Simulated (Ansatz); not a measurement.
# Residual resistivity of an alloy: Ir(111) with 4 layers of random Ir-Pd, 2x2, part 2 of 2

Wanted: resistance against the alloy's length, first Ir(111) with 4 layers of random Ir-Pd, 2x2.

Ansatz 0.2.0; Ansatz plane-wave DFT, PBE, PAW files; ballistic transport by layer matching (Landauer), zero bias; PAW set soft_1.

So far. Step 3 (With 8 alloy layers): Over the solved energies the transmission per spin lies between 3.71 and 3.90, out of 5.94 channels of the lead on average (up to 6.14). The log calls the step of a lead's potential too much.

**4. With 12 alloy layers**

In 12 layers a share of 0.125 of the sites is given to Pd at random. A fresh draw is used; the growth of the resistance with length is what counts.

System of this step: Ir(111) with 12 layers of random Ir-Pd, 2x2. The cell holds 72 atoms: 66 Ir and 6 Pd. Its edges and angles: a = 5.430 Å, b = 5.430 Å, c = 39.900 Å, α = 90.0°, β = 90.0°, γ = 120.0°. It derives from Ir. Regions: lead, 24 atoms (24 Ir); scattering region, 48 atoms (42 Ir and 6 Pd). The structure is stacked along c, and the current runs across the ab planes.

input.yaml reads:

```yaml
crystal:
  lattice:
    - [5.4297315514, 0.0, 0.0]
    - [-2.7148657757, 4.7022854592, 0.0]
    - [0.0, 0.0, 39.9002152235]
  atoms:
    - { symbol: Ir, position: [0.0, 0.0, 0.0277777778] }
    - { symbol: Ir, position: [0.0, 0.5, 0.0277777778] }
    - { symbol: Ir, position: [0.5, 0.0, 0.0277777778] }
    - { symbol: Ir, position: [0.5, 0.5, 0.0277777778] }
    - { symbol: Ir, position: [0.1666666667, 0.3333333333, 0.0833333333] }
    - { symbol: Ir, position: [0.1666666667, 0.8333333333, 0.0833333333] }
    - { symbol: Ir, position: [0.6666666667, 0.3333333333, 0.0833333333] }
    - { symbol: Ir, position: [0.6666666667, 0.8333333333, 0.0833333333] }
    - { symbol: Ir, position: [0.3333333333, 0.1666666667, 0.1388888889] }
    - { symbol: Ir, position: [0.3333333333, 0.6666666667, 0.1388888889] }
    - { symbol: Ir, position: [0.8333333333, 0.1666666667, 0.1388888889] }
    - { symbol: Ir, position: [0.8333333333, 0.6666666667, 0.1388888889] }
    - { symbol: Ir, position: [0.0, 0.0, 0.1944444444] }
    - { symbol: Ir, position: [0.0, 0.5, 0.1944444444] }
    - { symbol: Ir, position: [0.5, 0.0, 0.1944444444] }
    - { symbol: Ir, position: [0.5, 0.5, 0.1944444444] }
    - { symbol: Ir, position: [0.1666666667, 0.3333333333, 0.25] }
    - { symbol: Ir, position: [0.1666666667, 0.8333333333, 0.25] }
    - { symbol: Ir, position: [0.6666666667, 0.3333333333, 0.25] }
    - { symbol: Ir, position: [0.6666666667, 0.8333333333, 0.25] }
    - { symbol: Ir, position: [0.3333333333, 0.1666666667, 0.3055555556] }
    - { symbol: Ir, position: [0.3333333333, 0.6666666667, 0.3055555556] }
    - { symbol: Ir, position: [0.8333333333, 0.1666666667, 0.3055555556] }
    - { symbol: Ir, position: [0.8333333333, 0.6666666667, 0.3055555556] }
    - { symbol: Ir, position: [0.0, 0.0, 0.3611111111] }
    - { symbol: Pd, position: [0.0, 0.5, 0.3611111111] }
    - { symbol: Ir, position: [0.5, 0.0, 0.3611111111] }
    - { symbol: Ir, position: [0.5, 0.5, 0.3611111111] }
    - { symbol: Ir, position: [0.1666666667, 0.3333333333, 0.4166666667] }
    - { symbol: Ir, position: [0.1666666667, 0.8333333333, 0.4166666667] }
    - { symbol: Ir, position: [0.6666666667, 0.3333333333, 0.4166666667] }
    - { symbol: Pd, position: [0.6666666667, 0.8333333333, 0.4166666667] }
    - { symbol: Ir, position: [0.3333333333, 0.1666666667, 0.4722222222] }
    - { symbol: Ir, position: [0.3333333333, 0.6666666667, 0.4722222222] }
    - { symbol: Pd, position: [0.8333333333, 0.1666666667, 0.4722222222] }
    - { symbol: Ir, position: [0.8333333333, 0.6666666667, 0.4722222222] }
    - { symbol: Ir, position: [0.0, 0.0, 0.5277777778] }
    - { symbol: Pd, position: [0.0, 0.5, 0.5277777778] }
    - { symbol: Ir, position: [0.5, 0.0, 0.5277777778] }
    - { symbol: Ir, position: [0.5, 0.5, 0.5277777778] }
    - { symbol: Ir, position: [0.1666666667, 0.3333333333, 0.5833333333] }
    - { symbol: Ir, position: [0.1666666667, 0.8333333333, 0.5833333333] }
    - { symbol: Pd, position: [0.6666666667, 0.3333333333, 0.5833333333] }
    - { symbol: Ir, position: [0.6666666667, 0.8333333333, 0.5833333333] }
    - { symbol: Ir, position: [0.3333333333, 0.1666666667, 0.6388888889] }
    - { symbol: Ir, position: [0.3333333333, 0.6666666667, 0.6388888889] }
    - { symbol: Ir, position: [0.8333333333, 0.1666666667, 0.6388888889] }
    - { symbol: Ir, position: [0.8333333333, 0.6666666667, 0.6388888889] }
    - { symbol: Ir, position: [0.0, 0.0, 0.6944444444] }
    - { symbol: Pd, position: [0.0, 0.5, 0.6944444444] }
    - { symbol: Ir, position: [0.5, 0.0, 0.6944444444] }
    - { symbol: Ir, position: [0.5, 0.5, 0.6944444444] }
    - { symbol: Ir, position: [0.1666666667, 0.3333333333, 0.75] }
    - { symbol: Ir, position: [0.1666666667, 0.8333333333, 0.75] }
    - { symbol: Ir, position: [0.6666666667, 0.3333333333, 0.75] }
    - { symbol: Ir, position: [0.6666666667, 0.8333333333, 0.75] }
    - { symbol: Ir, position: [0.3333333333, 0.1666666667, 0.8055555556] }
    - { symbol: Ir, position: [0.3333333333, 0.6666666667, 0.8055555556] }
    - { symbol: Ir, position: [0.8333333333, 0.1666666667, 0.8055555556] }
    - { symbol: Ir, position: [0.8333333333, 0.6666666667, 0.8055555556] }
    - { symbol: Ir, position: [0.0, 0.0, 0.8611111111] }
    - { symbol: Ir, position: [0.0, 0.5, 0.8611111111] }
    - { symbol: Ir, position: [0.5, 0.0, 0.8611111111] }
    - { symbol: Ir, position: [0.5, 0.5, 0.8611111111] }
    - { symbol: Ir, position: [0.1666666667, 0.3333333333, 0.9166666667] }
    - { symbol: Ir, position: [0.1666666667, 0.8333333333, 0.9166666667] }
    - { symbol: Ir, position: [0.6666666667, 0.3333333333, 0.9166666667] }
    - { symbol: Ir, position: [0.6666666667, 0.8333333333, 0.9166666667] }
    - { symbol: Ir, position: [0.3333333333, 0.1666666667, 0.9722222222] }
    - { symbol: Ir, position: [0.3333333333, 0.6666666667, 0.9722222222] }
    - { symbol: Ir, position: [0.8333333333, 0.1666666667, 0.9722222222] }
    - { symbol: Ir, position: [0.8333333333, 0.6666666667, 0.9722222222] }
kpoints:
  mp_grid: { grid: [5, 5, 1] }
hamiltonian:
  xc: pbe
  pseudopotentials: { kind: paw, azcp: { folder: soft_1 } }
scf:
  occupations: { method: fermi_dirac, width: 0.1 }
output:
  transmission:
    leads: [[0, 4]]
    kmesh: [10, 10]
    e_range: [-0.05, 0.05]
    de: 0.05
  write_potential: true
  write_density: true
  volumetric_format: npy
```

Started as:

```sh
> ansatz run input.yaml --threads 4 --pin off --max-ram 15360MiB --backend cpu --events-out ev --progress --plain --runs-dir out
```

Numbers of over 12 decimals in the logs are rounded to 6 here.

What it wrote:

```text
[...]
Crystal: 72 atoms, lattice volume = 1018.738 Å³
Basis set: ecut = 420 eV, 19879 PW (Γ)
Bands: 738, of which v1, the nominal top of the filled ones, is band 615 counted from 1 (614 counted from 0)
Symmetry: 1 space group operations
[...]
k-points: 13 of 25 (time reversal used)
[...]
SCF iter   1: F=—  HF=-829740.362398 eV  |F-HF|=—  |Δ(HF+E_count)|=         —  Δρ=2.42e-1  dr2=7.07e3  ethr=3.10e-3  ⟨swp⟩=5.0  Hψ=29694  notcnv=0  defer=236
[...]
SCF iter  12: F=-829666.108181 eV  HF=-829666.108181 eV  |F-HF|=4.97e-8  |Δ(HF+E_count)|=   5.24e-9  Δρ=6.87e-7  dr2=5.12e-8  ethr=8.13e-12  ⟨swp⟩=8.6  Hψ=25828  notcnv=0
SCF 1 converged in 12 iterations: F = -829666.108181 eV  dr2 = 5.12e-8
[...]
transmission: 376 of 3744 steps passed
transmission: 752 of 3744 steps passed
[...]
transmission: 3744 of 3744 steps passed
SCF converged after 12 iterations
Free energy (F): -829666.108181 eV
[...]
Internal energy: -829663.664436 eV  (E = F + TS)
E sigma→0 (E₀):  -829664.886309 eV
Entropy (-TS):   -2.443745 eV (-33.941 meV/atom)
Fermi energy:    25.408638 eV
[...]
--- Band table (eV; the first three rows and the last of 13) ---
  k-point 0: bands = [... 611 lower, 26.1258, 26.1419, 26.1604, 26.1708, 26.1932, 26.1991, 26.2320, 26.2545, ... 119 higher]
  k-point 1: bands = [... 611 lower, 25.6744, 25.6905, 25.7040, 25.7192, 25.7256, 25.7468, 25.7609, 25.7665, ... 119 higher]
  k-point 2: bands = [... 611 lower, 24.8095, 24.8557, 24.8950, 24.9002, 24.9751, 24.9849, 25.0829, 25.1012, ... 119 higher]
  k-point 12: bands = [... 611 lower, 25.3445, 25.3521, 25.3746, 25.4029, 25.4206, 25.4383, 25.4478, 25.4687, ... 119 higher]
--- Transmission ---
  basis      : 223 plane waves across, 72 finite elements along
  points     : 52, standing for a mesh of 10 x 10
[...]
channels       : 6.020000e0 a spin
[...]
junction   : crystal 0 to crystal 0, 1.52 to 39.20 Å
    transmission   : 3.218216e0 a spin
[...]
```

It took 25 min on 4 threads of Arm Neoverse V1, shared host; peak memory 9.2 GiB.

Numbers from this step:

```
free energy                                    : -829666.1082 eV
energy at zero smearing                        : -829664.8863 eV
Fermi energy                                   : 25.41 eV
transmission per spin nearest the Fermi level  : 3.218
open channels per spin nearest the Fermi level : 6.02
step of the lead's potential                   : 4.1 meV
```

Per spin. The transmission, zone mean by energy, zero at the Fermi level:

| energy (eV) | transmission, zone mean |
| --- | --- |
| -0.0500 | 3.27 |
| 0.0000 | 3.22 |
| 0.0500 | 3.26 |

Over the solved energies the transmission per spin lies between 3.22 and 3.27, out of 6.06 channels of the lead on average (up to 6.26).

**5. The fit**

This step: Ansatz plane-wave DFT, PBE, PAW files; ballistic transport by layer matching (Landauer), zero bias; residual resistivity from the slope of the area resistance, atoms on the host's lattice; PAW set soft_1 (Ansatz 0.2.0).

This step gave:

```yaml
resistivity: 18.35 µΩ cm
intercept: -0.01512 fΩ m²
scatter_about_the_fit: 0.004047 fΩ m²
```

Resistance, by row:

| run | length (Å) | T | channels N | RA (fΩ m²) |
| --- | --- | --- | --- | --- |
| n4 | 8.867 | 4.711 | 5.94 | 0.1447 |
| n8 | 17.73 | 3.785 | 5.94 | 0.3159 |
| n12 | 26.6 | 3.25 | 6.06 | 0.47 |

Table of area resistance by length of the alloy:

| length of the alloy (Å) | area resistance (fΩ m²) |
| --- | --- |
| 8.87 | 0.145 |
| 17.73 | 0.316 |
| 26.60 | 0.470 |

The area resistance goes from 0.14 to 0.47 fΩ m² between 8.9 and 26.6 Å, a slope of 18 µΩ cm.

By hand from the end points: (0.4700 − 0.1447) fΩ m² / (26.60 − 8.87) Å = 18 µΩ cm, since 1 fΩ m² per Å is 1000 µΩ cm.

**6. Summary of results**

```json
{"resistivity from the slope": "18.3 µΩ cm", "area resistance over 8.87 Å": "0.145 fΩ m²", "area resistance over 17.7 Å": "0.316 fΩ m²", "area resistance over 26.6 Å": "0.470 fΩ m²"}
```

What this shows: The slope gives 18 µΩ cm. The points scatter by 0.0040 fΩ m² about the line, with one random draw a length in a 2x2 cell, so the slope is a rough value. The lead's own channel count moves between the runs (5.94, 5.94 and 6.06), which shifts RA and the slope too. Read with a model of isotropic scattering on a spherical Fermi surface and the lead's 1.8×10¹⁵ S/m², this slope means a mean free path near 23 Å; over these lengths the model's slope is 1.03 times its bulk resistivity, which would be 18 µΩ cm. The draw over the shortest length came out nearly ordered, with 8 symmetry operations, so that point is a poor sample of a random alloy. The atoms sit on the host's lattice, so scattering by size misfit is left out. Spin-orbit coupling is left out, which matters for Ir. A lead's potential steps by up to 27 meV from period to period, which the log calls too much, so longer leads could move the result.

[Logs are printed without paths, hosts, clocks, repeated set-up lines and the standing remarks that a program may print on its own settings, such as how far it seeks lower states.]

[Hosts, paths, dates, database ids (printed as entryN), source tags and the programs' standing remarks are cut or masked in the printed files.]
